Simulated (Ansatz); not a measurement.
**LiH: energy along a strain**

LiH, Fm-3m, a = 4.065 Å (as given, not relaxed at this level: -1.5 GPa). Ansatz: r2SCAN, PAW, 500 eV, Γ-centred 10×10×10 mesh on 2 atoms, Gaussian smearing 0.05 eV; no spin polarisation. Cell vectors (Å): 0.000 2.033 2.033; 2.033 0.000 2.033; 2.033 2.033 0.000. The cell is strained by x per cent times the pattern (0 0 0 0 0 1) in the order xx yy zz yz xz xy (engineering shears), with fractional coordinates held. y is the free energy over the start, V0 = 8.396 Å³/atom. Symmetry makes y even in x. Points with a strain past 8.5 % were computed too (2) and aren't used here.

| x (%) | y (meV/atom) |
| --- | --- |
| -5.00 | 3.18 |
| 0.00 | 0.00 |
| 1.25 | 0.20 |
| 2.50 | 0.79 |
| 3.75 | 1.79 |
| 6.25 | 4.98 |
| 7.50 | ? |

Task: Fit y = c2 x² + c4 x⁴ to the other rows, get the stiffness along the pattern, and predict the missing energy.

Result: Least squares on the rows shown. y = 0.1268 x² + 1.631×10⁻⁵ x⁴. The clamped-ion stiffness p·C·p = 2 × 1.268 eV × 160.2 / 8.396 Å³ = 48 GPa, which is C66 in these axes (C44 of the cubic crystal) (second derivative at the start, which stands under stress). At x = 7.50 the fit asked for gives 7.18 meV/atom. The run gave 7.18 meV/atom, the same to the digits shown.

Cost: 9 runs of about 0.46 core-minutes in all, on Arm Neoverse V1 (shared hosts).